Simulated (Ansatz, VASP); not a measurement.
# Nb in VASP and in Ansatz

Contents of INCAR:

```
SYSTEM = Nb
ALGO = Normal ; EDIFF = 1E-6
ENCUT = 520 ; GGA = PS
ISIF = 2 ; ISMEAR = -1
LASPH = .TRUE. ; LCHARG = .FALSE.
LREAL = .FALSE. ; LWAVE = .FALSE.
NBANDS = 12 ; NELM = 100
PREC = Accurate ; SIGMA = 0.08
```

Contents of KPOINTS:

```
k-points
0
G
  13 13 13
  0 0 0
```

The input POSCAR:

```
Nb
1.0
    0.0634500000      2.1467250000      2.1467250000
    2.1467250000      0.0634500000      2.1467250000
    2.1467250000      2.1467250000      0.0634500000
Nb
1
Direct
    0.0000000000      0.0000000000      0.0000000000
```

Input for Ansatz:

```yaml
crystal:
  lattice:
    - [0.06345, 2.146725, 2.146725]
    - [2.146725, 0.06345, 2.146725]
    - [2.146725, 2.146725, 0.06345]
  atoms:
    - { symbol: Nb, position: [0.0, 0.0, 0.0] }
kpoints:
  mp_grid: { grid: [13, 13, 13] }
  band_path:
    path:
      - [0.0, 0.0, 0.0]
      - [0.5, 0.5, 0.5]
      - [0.2428775097, 0.5, 0.7571224903]
      - [-0.2428775097, 0.2428775097, 0.5]
      - [0.0, 0.0, 0.5]
      - [0.0, 0.0, 0.0]
      - [-0.3714387548, 0.0, 0.3714387548]
      - [0.0, 0.3714387548, 0.6285612452]
      - [0.0, 0.5, 0.5]
    npoints: 5
scf:
  occupations: { method: fermi_dirac, width: 0.08 }
hamiltonian:
  xc: pbesol
  pseudopotentials: { kind: all_electron, lapw: { basis_error: 0.00025 } }
output:
  forces: true
  stress: true
  eigenvalues: true
```

Change from the starting cell: equal xy, yz and zx shear strains of +3 %.

Alike in both runs: task single point; functional PBEsol; k mesh 13 × 13 × 13; occupations fermi-dirac, width 0.08 eV; no spin polarisation.

|  | VASP | Ansatz |
| --- | --- | --- |
| version | VASP 6.6.1 | Ansatz 0.2.0 |
| potentials or method | VASP PAW PBE potentials, release 64 (Nb_sv) | all-electron LAPW, scalar-relativistic |
| plane-wave cutoff (eV) | 520 | see its input |

|  | VASP | Ansatz | Ansatz less VASP |
| --- | --- | --- | --- |
| pressure (GPa) | -6.9 | -6.7 | +0.24 |
| largest component of the traceless stress (GPa) | 1.08 | 1.10 | +0.023 |

Ansatz ran all-electron here, so the differences hold the error of VASP's frozen core and of both bases.

Caveats: the PAW data sets were made with another functional, which shifts forces and pressure a little (VASP).
